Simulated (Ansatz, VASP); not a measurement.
## PbS: VASP beside Ansatz

The input INCAR:

```
  PREC = Accurate
  ENCUT = 520
  EDIFF = 1E-6
  ISMEAR = 0
  SIGMA = 0.15
  LREAL = False
  LASPH = True
  NELM = 80
  ALGO = Normal
  ISIF = 2
  LWAVE = False
  LCHARG = False
  GGA = CA
  NBANDS = 17
```

File KPOINTS:

```
Automatic mesh
0
Gamma
  14 14 14
```

The input POSCAR:

```
PbS
1.0
    3.6536590000      0.0000000000      0.0000000000
    0.0000000000      3.6536590000      0.0000000000
    0.0000000000      0.0000000000      3.6536590000
Pb S
1 1
Direct
    0.0000000000      0.0000000000      0.0000000000
    0.5000000000      0.5000000000      0.5000000000
```

Input for Ansatz:

```yaml
crystal:
  lattice:
    - [3.653659, 0.0, 0.0]
    - [0.0, 3.653659, 0.0]
    - [0.0, 0.0, 3.653659]
  atoms:
    - { symbol: Pb, position: [0.0, 0.0, 0.0] }
    - { symbol: S, position: [0.5, 0.5, 0.5] }
basis:
  ecutwfc: 420
kpoints:
  mp_grid: { grid: [14, 14, 14] }
hamiltonian:
  xc: lda
scf:
  occupations: { method: gaussian, width: 0.15 }
output:
  forces: true
  stress: true
  eigenvalues: true
```

Measurements of this composition are mostly on another form, of space group No. 225.

Alike in both runs: task single point; functional LDA; k mesh 14 × 14 × 14; occupations gaussian, width 0.15 eV; no spin polarisation.

|  | VASP | Ansatz |
| --- | --- | --- |
| version | VASP 6.6.1 | Ansatz 0.2.0 |
| potentials or method | VASP PAW LDA potentials, release 64 (Pb_d, S) | scalar-relativistic, plane waves, PAW |
| plane-wave cutoff (eV) | 520 | 420 |
| valence electrons in the cell | 20 | 20 |

|  | VASP | Ansatz | Ansatz less VASP |
| --- | --- | --- | --- |
| gap on the k mesh at the Fermi level (eV) | none | none | - |
| pressure (GPa) | -5.2 | -5.2 | -0.02 |

A gap of «none» marks a metal or a gap that the smearing closes.

The runs have no spin-orbit coupling, so splittings on Pb are missing.
